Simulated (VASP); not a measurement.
# ScAl3 (Pm-3m) in VASP: a series of runs, part 2 of 2

VASP 6.6.1. The steps go on from the part before.

## (3) Relaxation of cell and atoms, vdW-DF-cx

The input, INCAR:

```
SYSTEM = ScAl3
PREC     = Accurate       ! precision mode
ENCUT    = 600            ! plane-wave cutoff, eV
EDIFF    = 1E-6           ! SCF threshold, eV
ISMEAR   = -1             ! smearing method
SIGMA    = 0.05           ! smearing width, eV
LREAL    = .FALSE.        ! projectors in reciprocal space
LASPH    = .TRUE.         ! aspherical terms in the spheres
NELM     = 60             ! most SCF steps
ALGO     = Fast           ! electronic algorithm
ISIF     = 3              ! what is computed and relaxed
LWAVE    = .FALSE.        ! write WAVECAR
LCHARG   = .FALSE.        ! write CHGCAR
GGA      = CX             ! functional
LUSE_VDW = .TRUE.       
AGGAC    = 0.0          
IBRION   = 2              ! ionic algorithm
NSW      = 40             ! ionic steps
EDIFFG   = -0.005         ! ionic threshold
```

The input, KPOINTS:

```
Automatic mesh
0
G
  7 7 7
  0 0 0
```

The input, POSCAR:

```
ScAl3
1.0
    4.0878065700      0.0000000000      0.0000000000
    0.0000000000      4.0878065700      0.0000000000
    0.0000000000      0.0000000000      4.0878065700
Sc Al
1 3
Direct
    0.0000000000      0.0000000000      0.0000000000
    0.5000000000      0.5000000000      0.0000000000
    0.0000000000      0.5000000000      0.5000000000
    0.5000000000      0.0000000000      0.5000000000
```

Potentials or basis: VASP PAW PBE potentials, release 64 (Sc_sv, Al).

Command:

```console
$ cat potpaw_PBE.64/Sc_sv/POTCAR potpaw_PBE.64/Al/POTCAR > POTCAR
$ mpirun -np 1 vasp_std > vasp.out
```

OUTCAR:

```text
SYSTEM = ScAl3
   PREC = Accurate
   ENCUT = 600
   EDIFF = 1E-6
   ISMEAR = -1
   LREAL = .FALSE.
   LASPH = .TRUE.
   NELM = 60
   ISIF = 3
   GGA = CX
   IBRION = 2
   NSW = 40
   EDIFFG = -0.005

 ion  position               nearest neighbor table
   1  0.000  0.000  0.000-   2 2.89   3 2.89   4 2.89   3 2.89   4 2.89   2 2.89   3 2.89   3 2.89
                             2 2.89   4 2.89   4 2.89   2 2.89
   2  0.500  0.500  0.000-   1 2.89   3 2.89   4 2.89   3 2.89   4 2.89   1 2.89   4 2.89   4 2.89
                             1 2.89   3 2.89   3 2.89   1 2.89
   3  0.000  0.500  0.500-   1 2.89   2 2.89   4 2.89   1 2.89   2 2.89   1 2.89   4 2.89   1 2.89
                             2 2.89   4 2.89   2 2.89   4 2.89
   4  0.500  0.000  0.500-   1 2.89   2 2.89   3 2.89   1 2.89   2 2.89   2 2.89   3 2.89   2 2.89
                             1 2.89   3 2.89   1 2.89   3 2.89

  LATTYP: Found a simple cubic cell.
 ALAT       =     4.0878065700

  Lattice vectors:

 A1 = (   4.0878065700,   0.0000000000,   0.0000000000)
 A2 = (   0.0000000000,   4.0878065700,   0.0000000000)
 A3 = (   0.0000000000,   0.0000000000,   4.0878065700)

Analysis of symmetry for initial positions (statically):
=====================================================================
 Subroutine PRICEL returns:
 Original cell was already a primitive cell.

 Routine SETGRP: Setting up the symmetry group for a
[... 167 lines left out ...]
  ext. energy  EPLUGINS =         0.00000000
  ---------------------------------------------------
  free energy    TOTEN  =       -13.53054862 eV

  energy without entropy =      -13.51787494  energy(sigma->0) =      -13.52421178

------------------------ aborting loop because EDIFF is reached ----------------------------------------

  FORCE on cell =-STRESS in cart. coord.  units (eV):
  Direction    XX          YY          ZZ          XY          YZ          ZX
  --------------------------------------------------------------------------------------
  -------------------------------------------------------------------------------------
  Total       -0.0377214     -0.0377214     -0.0377214      0.0000000      0.0000000     -0.0000000
  in kB       -0.8847641     -0.8847641     -0.8847641      0.0000000      0.0000000     -0.0000000
  external PRESSURE =      -0.8847641 kB  Pullay stress =       0.0000000 kB
[... 107 lines left out ...]
--------------------------------------- Ionic step        4  -------------------------------------------

 number of electron      20.0000002 magnetization

 Free energy of the ion-electron system (eV)
  ---------------------------------------------------
  ext. energy  EPLUGINS =         0.00000000
  ---------------------------------------------------
  free energy    TOTEN  =       -13.53062550 eV

  energy without entropy =      -13.51797087  energy(sigma->0) =      -13.52429819

 E-fermi :   7.1680     XC(G=0): -10.4703

 val. band max:        7.1028715903   @ k =   0.4286   0.4286   0.1429
 cond. band min:       7.1975691617   @ k =   0.2857   0.0000   0.0000
 fundamental gap:      0.0946975714
 Fermi energy:         7.1680352487

 k-point     1 :       0.0000    0.0000    0.0000
  band No.  band energies     occupation
      1     -41.5277      2.00000
      2     -20.3482      2.00000
      3     -20.3482      2.00000
      4     -20.3482      2.00000
      5      -2.7546      2.00000
      6       4.6563      2.00000
      7       4.6563      2.00000
      8       5.4487      2.00000
      9       5.4487      2.00000
     10       5.4487      2.00000
     11       8.5433      0.00000
     12       8.5433      0.00000
     13       8.5433      0.00000
     14       8.5545      0.00000
[... 356 lines left out ...]
  energy  without entropy=      -13.5179708707  energy(sigma->0) =      -13.52429819

Total vdW correction in eV:      3.3302595

 reached required accuracy - stopping structural energy minimisation
```

OSZICAR:

```text
N       E                     dE             d eps       ncg     rms          rms(c)
DAV:   1     0.134672889862E+03    0.13467E+03   -0.91250E+03   560   0.145E+03
DAV:   2    -0.625033659915E+01   -0.14092E+03   -0.13831E+03   560   0.381E+02
DAV:   3    -0.143633911234E+02   -0.81131E+01   -0.78246E+01   898   0.775E+01
[... 39 lines left out ...]
RMM:   4    -0.135306795931E+02    0.88807E-04   -0.25630E-04   667   0.181E-01    0.306E-02
RMM:   5    -0.135306266802E+02    0.52913E-04   -0.35168E-04   638   0.154E-01    0.915E-03
RMM:   6    -0.135306285498E+02   -0.18696E-05   -0.34593E-05   580   0.598E-02    0.901E-03
RMM:   7    -0.135306253829E+02    0.31668E-05   -0.17673E-05   559   0.762E-02    0.603E-03
RMM:   8    -0.135306254993E+02   -0.11635E-06   -0.53433E-06   457   0.246E-02
   4 F= -.13530625E+02 E0= -.13524298E+02  d E =-.768793E-04
```

CONTCAR:

```text
ScAl3
   1.00000000000000
     4.0841743796470595    0.0000000000000000   -0.0000000000000000
     0.0000000000000000    4.0841743796470595    0.0000000000000000
    -0.0000000000000000    0.0000000000000000    4.0841743796470595
  Sc              Al
     1     3
Direct
     0.0000000000000000    0.0000000000000000    0.0000000000000000
     0.5000000000000000    0.5000000000000000    0.0000000000000000
     0.0000000000000000    0.5000000000000000    0.5000000000000000
     0.5000000000000000    0.0000000000000000    0.5000000000000000

  0.00000000E+00  0.00000000E+00  0.00000000E+00
  0.00000000E+00  0.00000000E+00  0.00000000E+00
  0.00000000E+00  0.00000000E+00  0.00000000E+00
  0.00000000E+00  0.00000000E+00  0.00000000E+00
```

Wall time 4.7 min (1 thread of Intel Xeon 6975P-C (Granite Rapids), shared host); peak memory 0.48 GiB.

What came out:

| Property | Result |
| --- | --- |
| Free energy | -13.5306 eV |
| Relaxed volume | 17.03 Å³/atom |
| Relaxed cell | a = 4.084 Å, b = 4.084 Å, c = 4.084 Å, α = 90.00°, β = 90.00°, γ = 90.00° |
| Space group after relaxing (to 0.05 Å) | Pm-3m (No. 221) |
| Energy gained by relaxing | 0.0 meV/atom |
| Ionic steps | 4 |
| Pressure after relaxing | 0.0 GPa |
| Band gap on the k mesh | none (metal or under the smearing width) |

Final structure:
```
Sc Al
1.0
     4.08417    0.00000    0.00000
     0.00000    4.08417    0.00000
     0.00000    0.00000    4.08417
Sc Al
1 3
Direct
  0.00000 0.00000 0.00000
  0.50000 0.50000 0.00000
  0.00000 0.50000 0.50000
  0.50000 0.00000 0.50000
```

Caveat: the PAW data sets were made with another functional, which shifts forces and pressure a little.
